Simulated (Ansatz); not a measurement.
Relaxed sheet of InSe:

```xyz
4
Lattice="4.0266 0.0000 0.0000 -2.0133 3.4871 0.0000 0.0000 0.0000 36.7212" Properties=species:S:1:pos:R:3 pbc="T T F"
Se    0.0000    0.0000   15.6673
In    2.0133    1.1624   16.9628
In    2.0133    1.1624   19.7573
Se    0.0000    0.0000   21.0529
```

These are results of DFT PBE+D3(BJ), scalar-relativistic, plane waves, PAW (Ansatz 0.2.0), not measurements. Settings: cutoff 420 eV, Γ-centred mesh 12×12×1 on the computed 4-atom cell, Gaussian smearing of 0.02 eV; no spin polarisation. The sheet is isolated along c (Coulomb cut-off).

Atoms relax at each strain; stress is positive in compression. Unstrained: gap 1.63 eV, thickness 5.386 Å.

Q: How does it respond to biaxial strain of -4, -2, +2, +4, +7 %?

A:
```
strain (%)  ΔE (meV/cell)  σxx (N/m)  σyy (N/m) gap thickness (Å)
        -4          102.9       3.21       3.21  2.05 eV          5.551
        -2           24.6       1.46       1.46  1.97 eV          5.468
        +2           22.5      -1.21      -1.21  1.29 eV          5.295
        +4           85.9      -2.25      -2.25  0.97 eV          5.217
        +7          245.8      -3.45      -3.45  0.55 eV          5.086
```

Gaps are read on the k points sampled, so a band crossing between them can be missed.